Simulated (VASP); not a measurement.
All values below come from PBE GGA, VASP's PBE PAW potentials (set 64) (plane waves; VASP 6.6.1).

Input for VASP

INCAR:
```
ALGO = Normal   ! blocked Davidson
NELM = 100
LWAVE = F
LMAXMIX = 4
LREAL = F   ! projection in real space or not
SYSTEM = InN
LCHARG = F
ISMEAR = 0   ! Gaussian
PREC = Accurate
EDIFF = 1E-6   ! SCF stop (eV)
ENCUT = 520
GGA = PE   ! PBE
SIGMA = 0.05
LASPH = T   ! aspherical one-centre terms
ISIF = 2
```

**KPOINTS**
```
K-points
0
Gamma
14 14 14
```

**POSCAR**
```
InN
2.490
  0.0000000000   1.0000000000   1.0000000000
  1.0000000000   0.0000000000   1.0000000000
  1.0000000000   1.0000000000   0.0000000000
In N
1 1
Cart
  0.0000000000   0.0000000000   0.0000000000
  0.5000000000   0.5000000000   0.5000000000
```

POTCAR, in this order: In_d N (PBE.64 set). Program: vasp_std.

The resulting files:

OSZICAR:
```
       N       E                     dE             d eps       ncg     rms          rms(c)
DAV:   1     0.129787905487E+03    0.12979E+03   -0.92142E+03  2757   0.186E+03
DAV:   2    -0.176520205971E+01   -0.13155E+03   -0.12547E+03  2977   0.382E+02
DAV:   3    -0.126628342660E+02   -0.10898E+02   -0.10712E+02  3257   0.111E+02
DAV:   4    -0.129499748739E+02   -0.28714E+00   -0.28682E+00  3086   0.193E+01
DAV:   5    -0.129609335224E+02   -0.10959E-01   -0.10958E-01  3706   0.350E+00    0.101E+01
DAV:   6    -0.106966708121E+02    0.22643E+01   -0.81864E+00  4076   0.518E+01    0.566E+00
DAV:   7    -0.106780884506E+02    0.18582E-01   -0.57745E-01  2717   0.961E+00    0.221E+00
DAV:   8    -0.106648225423E+02    0.13266E-01   -0.85397E-02  3284   0.306E+00    0.626E-01
DAV:   9    -0.106613593971E+02    0.34631E-02   -0.84863E-03  4157   0.184E+00    0.203E-01
DAV:  10    -0.106617890980E+02   -0.42970E-03   -0.14667E-03  2819   0.362E-01    0.796E-02
DAV:  11    -0.106618264436E+02   -0.37346E-04   -0.57864E-05  3505   0.850E-02    0.230E-02
DAV:  12    -0.106618257700E+02    0.67366E-06   -0.28404E-05  3129   0.493E-02    0.108E-02
DAV:  13    -0.106618254414E+02    0.32857E-06   -0.31590E-06  3120   0.356E-02
   1 F= -.10661825E+02 E0= -.10661802E+02  d E =-.459931E-04
```

OUTCAR:
```
------------------------ aborting loop because EDIFF is reached ----------------------------------------
  FORCE on cell =-STRESS in cart. coord.  units (eV):
  Direction    XX          YY          ZZ          XY          YZ          ZX
  --------------------------------------------------------------------------------------
  Total        1.1018827      1.1018827      1.1018827      0.0000000      0.0000000     -0.0000000
  in kB       57.1765443     57.1765443     57.1765443      0.0000000      0.0000000     -0.0000000
  external PRESSURE =      57.1765443 kB  Pullay stress =       0.0000000 kB
  volume of cell :       30.88
      direct lattice vectors                 reciprocal lattice vectors
     0.000000000  2.490000000  2.490000000    -0.200803213  0.200803213  0.200803213
     2.490000000  0.000000000  2.490000000     0.200803213 -0.200803213  0.200803213
     2.490000000  2.490000000  0.000000000     0.200803213  0.200803213 -0.200803213
 POSITION                                       TOTAL-FORCE (eV/Angst)
 -----------------------------------------------------------------------------------
      0.00000      0.00000      0.00000         0.000000     -0.000000      0.000000
      1.24500      1.24500      1.24500        -0.000000      0.000000     -0.000000
 -----------------------------------------------------------------------------------
    total drift:                               -0.000000     -0.000000     -0.000000
  FREE ENERGIE OF THE ION-ELECTRON SYSTEM (eV)
  ---------------------------------------------------
  free  energy   TOTEN  =       -10.6618254414 eV

  energy  without entropy=      -10.6617794483  energy(sigma->0) =      -10.66180244
```
(Selected blocks of OUTCAR.)

The compound is InN in the zinc blende structure, a metastable form; wurtzite is the usual one. The cell was not relaxed at this level. The run is one of a series of settings (KPOINTS 14×14×14 Γ-centred mesh against the base run), some of them coarse on purpose.
